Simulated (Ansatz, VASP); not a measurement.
# Zn: VASP beside Ansatz

```
Zn
1.0
     0.00000    1.91922    1.91922
     1.91922    0.00000    1.91922
     1.91922    1.91922    0.00000
Zn
1
Direct
  0.00000 0.00000 0.00000
```

Alike in both runs: functional PBEsol; k mesh 18 × 18 × 18; occupations gaussian, width 0.1 eV; no spin polarisation.

Ansatz relaxed the structure, and its values are those at the end. VASP's run is a single point on that final structure, the one shown.

|  | VASP | Ansatz |
| --- | --- | --- |
| version | VASP 6.6.1 | Ansatz 0.2.0 |
| potentials or method | VASP PAW PBE potentials, release 64 (Zn) | scalar-relativistic, plane waves, PAW |
| plane-wave cutoff (eV) | 520 | 420 |
| valence electrons in the cell | 12 | 12 |

```tsv
	VASP	Ansatz	Ansatz less VASP
gap on the k mesh at the Fermi level (eV)	none	none	-
pressure (GPa)	0.4	0.0	-0.46
```

A gap of «none» marks a metal or a gap that the smearing closes. With one functional, cell and mesh, what is left measures potentials, basis and numerics.

Caveats: the PAW data sets were made with another functional, which shifts forces and pressure a little (VASP).
